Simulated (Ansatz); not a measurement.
# ZnS (Wurtzite-2H) (P6_3mc) in Ansatz: notebook

One crystal, ZnS (Wurtzite-2H), is run at these levels: PBE, LDA; tasks: band structure.

All numbers are computed with Ansatz 0.2.0; they aren't measurements. Logs are shortened: lines on timing, memory, paths and dates and some standing lists are left out, and cuts for length are marked.

**The experiment to reproduce.**

A printed reference work, monograph reports, for a bulk crystal of ZnS at 4 K: band gap 3.911 eV (direct).

How close the calculation comes is told below.

## Step 1: The crystal as given

It takes space group P6_3mc (No. 186, hexagonal). Conventional cell: a = 3.811 Å, b = 3.811 Å, c = 6.234 Å, α = 90.00°, β = 90.00°, γ = 120.00°. Zn (site symmetry 3m) has 4 S at 2.31 to 2.40 Å as nearest neighbours. S (site symmetry 3m) is surrounded by 4 Zn at 2.31 to 2.40 Å.

## Step 2: Band structure, PBE

The input, input.yaml:

```yaml
crystal:
  lattice:
    - [3.811, 0.0, 0.0]
    - [-1.9055, 3.3004228138, 0.0]
    - [0.0, 0.0, 6.234]
  atoms:
    - { symbol: Zn, position: [0.6666666667, 0.3333333333, 0.5] }
    - { symbol: Zn, position: [0.3333333333, 0.6666666667, 0.0] }
    - { symbol: S, position: [0.6666666667, 0.3333333333, 0.885] }
    - { symbol: S, position: [0.3333333333, 0.6666666667, 0.385] }
kpoints:
  mp_grid: { grid: [8, 8, 5] }
  band_path:
    path:
      - [0.0, 0.0, 0.0]
      - [0.5, 0.0, 0.0]
      - [0.3333333333, 0.3333333333, 0.0]
      - [0.0, 0.0, 0.0]
      - [0.0, 0.0, 0.5]
      - [0.5, 0.0, 0.5]
      - [0.3333333333, 0.3333333333, 0.5]
      - [0.0, 0.0, 0.5]
    npoints: 8
scf:
  occupations: { method: fermi_dirac, width: 0.05 }
hamiltonian:
  xc: pbe
  pseudopotentials: { kind: all_electron, lapw: { basis_error: 0.002 } }
output:
  forces: true
  stress: true
  eigenvalues: true
```

Potentials or basis: all-electron LAPW, scalar-relativistic.

Run with:

```
ansatz run input.yaml --threads 2 --pin off --max-ram 6144MiB --backend cpu --events-out ev --progress --plain --runs-dir out
```

Output:

```text
Warning: RAYON_NUM_THREADS=2 ignored (pool sized by the plan → 2); use --threads N
LAPW: plane waves up to 8.328 Å⁻¹, error target 2.0e-3 eV per atom; small_component_spin mean_spin; S in spheres of 1.023 Å, 14 of its electrons in bands, Dirac shells []; Zn in spheres of 1.291 Å, 20 of its electrons in bands, Dirac shells [] (how accurate: hamiltonian.pseudopotentials.lapw.basis_error, Limitations)
Engine: ansatz 0.2.0, aarch64-unknown-linux-gnu
Pseudopotentials: kind: all_electron
Pseudopotential: Zn, LAPW, valence charge 20, lapw/all_electron/scalar/gaussian/Zn, Koelling and Harmon's equation, gaussian nucleus
Pseudopotential: S, LAPW, valence charge 14, lapw/all_electron/scalar/gaussian/S, Koelling and Harmon's equation, gaussian nucleus
Functional definition: PBE
  parameter kappa = 0.804
  parameter beta = 0.06672455060314922
  exchange = pbe_x(kappa = kappa, mu = beta*pi^2/3)
  correlation = pbe_c(beta = beta)
Crystal: 4 atoms, lattice volume = 78.411 Å³
Basis set: ecut = 264.2324592748922 eV, 761 PW (Γ), exchange–correlation at level 2
Bands: 41, of which v1, the nominal top of the filled ones, is band 34 counted from 1 (33 counted from 0)
Symmetry: 12 space group operations
Space group: P63mc (ITA 186), of the structure as read, at distance tolerance 4.3e-5 Å
k-points: 30 of 320 (time reversal used)
Non-local potential: Zn, projectors of the file, none
Non-local potential: S, projectors of the file, none
Initial density: superposition of atomic densities (chi_scale 0.1, normalization cell, long waves kept (reshape's long-wave potential 0.00 eV rms))
Initial wavefunctions: plane waves of lowest kinetic energy (no species holds an atomic orbital)
Functional: x = pbe(κ = 0.804, μ = 0.2195149727645171), c = pbe(β = 0.06672455060314922)
iter 1 solved again at ethr=3.10e-3 eV; its pass at ethr=1.00e-1 eV (dr2=2.11e0 eV) is discarded
SCF iter   1: F=—  HF=-119475.486803 eV  |F-HF|=—  |Δ(HF+E_count)|=         —  Δρ=4.07e-2  dr2=2.11e0  ethr=3.10e-3  ⟨swp⟩=2.0  Hψ=8337  notcnv=0
preconditioner: auto → Resta (q_TF=auto, 2.664 Å⁻¹)  ε∞=6.0  [insulator: Δε(μ)=2.493 eV  Ē_g=11.275 eV  σ=0.050 eV  W_gap=1.00  n_scr=22 (ndim 8)  ℏωp=25.2 eV  f_vac=0.102  D(μ)=0.00/eV (n_scr^D=0)  ε∞_Penn≈6.0]
SCF iter   2: F=—  HF=-119474.790819 eV  |F-HF|=—  |Δ(HF+E_count)|=   6.96e-1  Δρ=1.86e-2  dr2=3.91e-1  ethr=3.10e-3  ⟨swp⟩=2.8  Hψ=3632  notcnv=0
SCF iter   3: F=—  HF=-119474.689598 eV  |F-HF|=—  |Δ(HF+E_count)|=   1.01e-1  Δρ=1.26e-2  dr2=1.84e-1  ethr=5.75e-4  ⟨swp⟩=2.0  Hψ=3584  notcnv=0
SCF iter   4: F=—  HF=-119474.613676 eV  |F-HF|=—  |Δ(HF+E_count)|=   7.59e-2  Δρ=5.56e-3  dr2=2.95e-2  ethr=2.71e-4  ⟨swp⟩=2.0  Hψ=3592  notcnv=0
iter 5 solved again at ethr=2.08e-6 eV; its pass at ethr=4.33e-5 eV (dr2=1.41e-3 eV) is discarded
SCF iter   5: F=—  HF=-119474.620991 eV  |F-HF|=—  |Δ(HF+E_count)|=         —  Δρ=1.16e-3  dr2=1.41e-3  ethr=2.08e-6  ⟨swp⟩=2.0  Hψ=6112  notcnv=0
the basis was enlarged: its passes take 1.5 MiB over the memory plan, 2 of 2 planned eigensolver slots
SCF iter   6: F=—  HF=-119474.622689 eV  |F-HF|=—  |Δ(HF+E_count)|=   1.70e-3  Δρ=4.18e-4  dr2=2.16e-4  ethr=2.07e-6  ⟨swp⟩=3.0  Hψ=3538  notcnv=0
SCF iter   7: F=—  HF=-119474.623162 eV  |F-HF|=—  |Δ(HF+E_count)|=   4.73e-4  Δρ=9.57e-5  dr2=1.19e-5  ethr=3.17e-7  ⟨swp⟩=3.0  Hψ=3749  notcnv=0
SCF iter   8: F=—  HF=-119474.623192 eV  |F-HF|=—  |Δ(HF+E_count)|=   3.03e-5  Δρ=2.68e-5  dr2=7.94e-7  ethr=1.74e-8  ⟨swp⟩=3.0  Hψ=3755  notcnv=0
SCF iter   9: F=-119474.623193 eV  HF=-119474.623193 eV  |F-HF|=4.20e-8  |Δ(HF+E_count)|=   8.18e-7  Δρ=5.76e-6  dr2=3.43e-8  ethr=1.17e-9  ⟨swp⟩=3.0  Hψ=3725  notcnv=0
SCF 1 converged in 9 iterations: F = -119474.623193 eV  dr2 = 3.43e-8
NSCF: frozen V_eff on 57 k-points
SCF converged after 9 iterations
Free energy (F): -119474.623193 eV
Harris-Foulkes:  -119474.623193 eV  (|F-HF|=4.20e-8)
Internal energy: -119474.623193 eV  (E = F + TS)
E sigma→0 (E₀):  -119474.623193 eV
Fermi energy:    8.559209 eV
--- Per-component energies (eV) ---
  E_band       = -3755.398875
  E_kinetic    = 121370.544486
  E_xc         = -5298.234302
  E_electrostatic = -235546.933377  (all electrons and nuclei)
  E_smearing   = -0.000000  (= −TS)
  E_closure    = 0.000000  (closes the sum)
  E_atoms      = -119460.994694  (free atoms, spherical and without spin; not in F)
  Σ components = -119474.623193   (vs F -119474.623193, Δ=0.00e0)
  Basis errors (estimates in eV, not in F): energy 8.7e-4 per atom: plane waves 7.9e-4 (4.8e-4 summed), levels above the bands 6.7e-57, relativity 7.1e-8, radial functions 8.7e-5, core shells 1.5e-10; eigenvalues (radial functions only) 3.4e-6; not estimated: angular momenta, meshes, grids; target (lapw.basis_error) 2.0e-3; muffin-tin radii S 1.023 Å, Zn 1.291 Å
--- Forces (eV/Å), atoms counted from 1 ---
  atom   1  Zn    -0.00000000    -0.00000000     0.31928312
  atom   2  Zn     0.00000000     0.00000000     0.31928312
  atom   3  S      0.00000000    -0.00000000    -0.31929447
  atom   4  S      0.00000000     0.00000000    -0.31929447
  max |Σ_I F_I| component: 2.27e-5 eV/Å
--- Stress (GPa, compression-positive) ---
        3.022815       0.000000       0.000000
        0.000000       3.022815       0.000000
        0.000000       0.000000       1.000240
  P = ⅓ Tr σ = 2.3486 GPa (23.486 kbar)
--- Band table (eV; the first three rows and the last of 30) ---
  k-point 0: bands = ["-197.2567", "-197.2567", "-142.0305", "-142.0305", "-142.0305", "-142.0305", "-142.0238", "-142.0238", "-117.4718", "-117.4718", "-71.6445", "-71.6443", "-71.6395", "-71.6395", "-71.6394", "-71.6394", "-5.7939", "-4.8705", "1.0341", "1.0341", "1.0985", "1.0985", "1.1074", "1.5148", "1.5148", "1.5948", "1.5948", "1.7545", "2.2373", "6.5431", "6.5431", "7.3885", "7.3885", "7.3996", "9.6502", "10.3948", "13.6788", "13.6788", "13.9833", "14.9867", "14.9867"]
  k-point 1: bands = ["-197.2567", "-197.2567", "-142.0305", "-142.0305", "-142.0305", "-142.0305", "-142.0238", "-142.0238", "-117.4718", "-117.4718", "-71.6445", "-71.6444", "-71.6395", "-71.6395", "-71.6395", "-71.6395", "-5.7178", "-4.9738", "1.0379", "1.0379", "1.0899", "1.0899", "1.1028", "1.4269", "1.5244", "1.5244", "1.5891", "1.5891", "2.8870", "6.6179", "6.6179", "6.6307", "7.3011", "7.3011", "10.3035", "10.5019", "13.7178", "13.7320", "13.7320", "14.7619", "14.7619"]
  k-point 2: bands = ["-197.2567", "-197.2567", "-142.0305", "-142.0305", "-142.0305", "-142.0305", "-142.0238", "-142.0238", "-117.4718", "-117.4718", "-71.6445", "-71.6444", "-71.6395", "-71.6395", "-71.6395", "-71.6395", "-5.5086", "-5.2262", "1.0502", "1.0502", "1.0700", "1.0700", "1.1100", "1.1897", "1.5474", "1.5474", "1.5722", "1.5722", "4.0029", "5.3113", "6.8192", "6.8192", "7.0797", "7.0797", "10.7792", "10.9268", "13.7733", "13.9349", "13.9349", "14.3142", "14.3142"]
  k-point 29: bands = ["-197.2567", "-197.2567", "-142.0305", "-142.0305", "-142.0305", "-142.0305", "-142.0238", "-142.0238", "-117.4718", "-117.4718", "-71.6444", "-71.6444", "-71.6396", "-71.6396", "-71.6396", "-71.6395", "-4.6360", "-4.5925", "1.1685", "1.2199", "1.2267", "1.2866", "1.4025", "1.4048", "1.5269", "1.5298", "1.8283", "1.8738", "2.5925", "2.7213", "4.2348", "4.7132", "5.9193", "6.1525", "11.8300", "12.1481", "13.4382", "13.8534", "14.5021", "15.0480", "16.8157"]
```

bands.tsv:

```text
# k_distance	band_0	band_1	band_2	band_3	band_4	band_5	band_6	band_7	band_8	band_9	band_10	band_11	band_12	band_13	band_14	band_15	band_16	band_17	band_18	band_19	band_20	band_21	band_22	band_23	band_24	band_25	band_26	band_27	band_28	band_29	band_30	band_31	band_32	band_33	band_34	band_35	band_36	band_37	band_38	band_39	band_40
[... 69 lines left out ...]
5.705091	-205.815877	-205.815877	-150.589679	-150.589679	-150.589679	-150.589679	-150.582993	-150.582993	-126.031035	-126.031035	-80.203640	-80.203640	-80.198673	-80.198673	-80.198673	-80.198673	-13.930233	-13.930233	-7.499768	-7.499768	-7.499768	-7.499768	-7.423483	-7.423483	-6.998916	-6.998916	-6.998916	-6.998916	-3.916614	-3.916614	-1.611507	-1.611507	-1.611507	-1.611507	2.351714	2.351714	5.546067	5.546067	5.546067	5.546067	5.658307
```

Run time: 32 s. Hardware: 2 threads of Arm Neoverse V1, shared host; peak memory 0.39 GiB.

Results:

```
Free energy             : -119474.6232 eV
Pressure                : 2.3 GPa
Largest force           : 0.319 eV/Å
Band gap on the k mesh  : 2.25 eV, direct
Band gap along the path : 2.25 eV, direct
```

Forces on the atoms (eV/Å):
```
Zn   0.000  0.000  0.319
Zn   0.000  0.000  0.319
S    0.000  0.000 -0.319
S    0.000  0.000 -0.319
```

Levels at the corners of the path, in eV from the valence-band top:
| point | band 32 | band 33 | band 34 | band 35 | band 36 | band 37 |
| --- | --- | --- | --- | --- | --- | --- |
| Γ | -0.01 | -0.01 | 0.00 | 2.25 | 3.00 | 6.28 |
| M | -2.25 | -1.56 | -0.98 | 3.61 | 4.26 | 5.17 |
| K | -2.21 | -2.21 | -2.21 | 4.47 | 5.91 | 5.91 |
| Γ | -0.01 | -0.01 | 0.00 | 2.25 | 3.00 | 6.28 |
| A | -0.45 | -0.45 | -0.45 | 3.51 | 3.51 | 6.71 |
| L | -1.66 | -1.53 | -1.53 | 3.61 | 3.61 | 5.14 |
| H | -3.11 | -1.25 | -1.25 | 4.53 | 4.53 | 6.47 |
| A | -0.45 | -0.45 | -0.45 | 3.51 | 3.51 | 6.71 |

## Step 3: Band structure, LDA

Changes to input.yaml since step 2:

```diff
@@ -26,3 +26,3 @@
 hamiltonian:
-  xc: pbe
+  xc: lda
   pseudopotentials: { kind: all_electron, lapw: { basis_error: 0.002 } }
```

Potentials or basis: all-electron LAPW, scalar-relativistic.

Run with:

```
ansatz run input.yaml --threads 2 --pin off --max-ram 6144MiB --backend cpu --events-out ev --progress --plain --runs-dir out
```

Run time: 31 s. Hardware: 2 threads of Arm Neoverse V1, shared host; peak memory 0.38 GiB.

Results (log left out):

- Free energy: -119264.3834 eV
- Pressure: -3.9 GPa
- Largest force: 0.295 eV/Å
- Band gap on the k mesh: 1.99 eV, direct
- Band gap along the path: 1.99 eV, direct

Forces in eV/Å, atoms in the order of the input:
```
Zn   0.000  0.000  0.295
Zn   0.000  0.000  0.295
S    0.000  0.000 -0.295
S    0.000  0.000 -0.295
```

Stress tensor (GPa, compression positive):
```
-3.38  0.00  0.00
 0.00 -3.38  0.00
 0.00  0.00 -4.89
```

Levels at the corners of the path, in eV from the valence-band top:
```
point  band 32  band 33  band 34  band 35  band 36  band 37
    Γ    -0.02    -0.02     0.00     1.99     2.77     6.12
    M    -2.28    -1.60    -1.00     3.40     4.07     4.99
    K    -2.26    -2.26    -2.26     4.25     5.77     5.77
    Γ    -0.02    -0.02     0.00     1.99     2.77     6.12
    A    -0.46    -0.46    -0.46     3.29     3.29     6.56
    L    -1.69    -1.56    -1.56     3.39     3.39     4.96
    H    -3.18    -1.27    -1.27     4.35     4.35     6.26
    A    -0.46    -0.46    -0.46     3.29     3.29     6.56
```

## Step 4: Comparison with measurements

Step 2. Measured gap of ZnS: 3.911 eV (direct; 4 K; a printed reference work, monograph). This calculation gives 2.25 eV (-1.66 eV). The value is that of PBE, without temperature or zero-point motion. Semilocal functionals fall short of measured gaps as a rule.

Step 3. Measured gap of ZnS: 3.911 eV (direct; 4 K; a printed reference work, monograph). This calculation gives 1.99 eV (-1.92 eV). The value is that of LDA, without temperature or zero-point motion. Semilocal functionals fall short of measured gaps as a rule.
